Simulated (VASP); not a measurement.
Set up this calculation in VASP 6.6.1, as the native input.

| Quantity | Value |
| --- | --- |
| Task | electrostatic potential |
| Functional | LDA |
| Potentials or basis | VASP PAW LDA potentials, release 64 (Ta_pv) |
| Cutoff | 520 eV |
| k mesh | 18 × 18 × 18 |
| Occupations | methfessel-paxton, width 0.1 eV |
| Spin | no spin polarisation |
| Further INCAR settings | ALGO = Fast; EDIFF = 1e-06 |

The structure of Ta lies in POSCAR:

```
Ta                                      
1.0
   -1.6286344337      1.6286344337      1.6286344337
    1.6286344337     -1.6286344337      1.6286344337
    1.6286344337      1.6286344337     -1.6286344337
  Ta            
     1
Direct
     0.0000000000000000    0.0000000000000000    0.0000000000000000
```

The cell was built by a generator and needn't be a form met in nature.

These files were run (other wordings do the same):

INCAR

```
ALGO     = Fast           # electronic algorithm
EDIFF    = 1E-6           # SCF threshold, eV
ENCUT    = 520            # plane-wave cutoff, eV
GGA      = CA             # functional
ISIF     = 2              # what is computed and relaxed
ISMEAR   = 1              # smearing method
LASPH    = T              # aspherical terms in the spheres
LCHARG   = T              # write CHGCAR
LREAL    = F              # projectors in reciprocal space
LVHAR    = T            
LWAVE    = F              # write WAVECAR
NELM     = 60             # most SCF steps
PREC     = Accurate       # precision mode
SIGMA    = 0.1            # smearing width, eV
```

KPOINTS

```
k-points
0
Gamma
  18 18 18
```

Potentials or basis: VASP PAW LDA potentials, release 64 (Ta_pv).

Launch:

```bash
$ cat potpaw_LDA.64/Ta_pv/POTCAR > POTCAR
$ mpirun -np 1 vasp_std > vasp.out
```

It gave:

- Pressure: 0.0 GPa
- Band gap on the k mesh: none (metal or under the smearing width)

Wall time 9.7 s on 1 thread of Intel(R) Xeon(R) 6975P-C (Granite Rapids), on a shared host, peak memory 0.15 GiB.
